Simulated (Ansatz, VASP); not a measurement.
**Ir in VASP and in Ansatz**

```xyz
1
Lattice="0.0000 1.9532 1.9532 1.9532 0.0000 1.9532 1.9532 1.9532 0.0000" Properties=species:S:1:pos:R:3 pbc="T T T"
Ir    0.0000    0.0000    0.0000
```

Change from the starting cell: volume scaled by 1.06.

Alike in both runs: task single point; functional LDA; k mesh 12 × 12 × 12; occupations fermi-dirac, width 0.05 eV; no spin polarisation.

|  | VASP | Ansatz |
| --- | --- | --- |
| version | VASP 6.6.1 | Ansatz 0.2.0 |
| potentials or method | VASP PAW LDA potentials, release 64 (Ir), cutoff 520 eV | all-electron LAPW, scalar-relativistic |

Ansatz gave:

* gap on the k mesh at the Fermi level (eV): none
* pressure (GPa): -25.3

Problem. What did VASP give for the same quantities?

Solution. gap on the k mesh at the Fermi level (eV): none; pressure (GPa): -23.6.

A gap of «none» marks a metal or a gap that the smearing closes. Ansatz ran all-electron here, so the differences hold the error of VASP's frozen core and of both bases.

Caveats: so large a pressure means that the cell lies far from this level's equilibrium, or that cutoff or potentials fall short (VASP). The runs have no spin-orbit coupling, so splittings on Ir are missing.
